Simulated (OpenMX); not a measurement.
# CuO (Tenorite): equation of state with PBE

The system is CuO (Tenorite).

```
Cu O
1.0
     2.34185   -1.71130    0.00000
     2.34185    1.71130    0.00000
    -0.85003    0.00000    5.05787
Cu O
2 2
Direct
  0.50000 0.00000 0.50000
  0.00000 0.50000 0.00000
  0.41840 0.58160 0.75000
  0.58160 0.41840 0.25000
```

```yaml
Program: OpenMX 3.8.5
Task: equation of state
Functional: PBE
Potentials_or_basis: OpenMX 2013 PBE set, Cu6.0H-s2p2d1, O6.0-s2p2, fixed grid of 36 × 36 × 70 points
k_mesh: 11 × 11 × 5
Occupations: fermi-dirac, width 0.05 eV
Spin: no spin polarisation
Mixing_scheme: rmm-diisk
SCF_threshold: 1e-08 Ha
Solver: band
Grid_points_held_for_all_volumes: 36 × 36 × 70
```

- Equilibrium volume: 10.63 Å³/atom (rough: see the caveat)
- Bulk modulus at fixed shape and positions: 163 GPa (rough)

Energy against volume, from the lowest point:
```tsv
volume (Å³/atom)	energy (meV/atom)
9.527	72.15
9.730	46.08
9.932	26.47
10.135	12.66
10.338	4.03
10.540	0.00
10.743	0.14
```

Caveat: the transition metal has a single d function, too few for pressures, volumes and moments; volumes in these bases differ from converged ones by about 1 %, for some elements by several; the cell was scaled at fixed shape and fractional positions, which overstates the stiffness of a crystal with free parameters, most of all of layers and chains; the fit is rough or its minimum lies at the end of the range; the basis of atomic orbitals isn't converged, which shifts pressures, moduli and gaps; the run has no spin polarisation, though such a crystal can be magnetic.
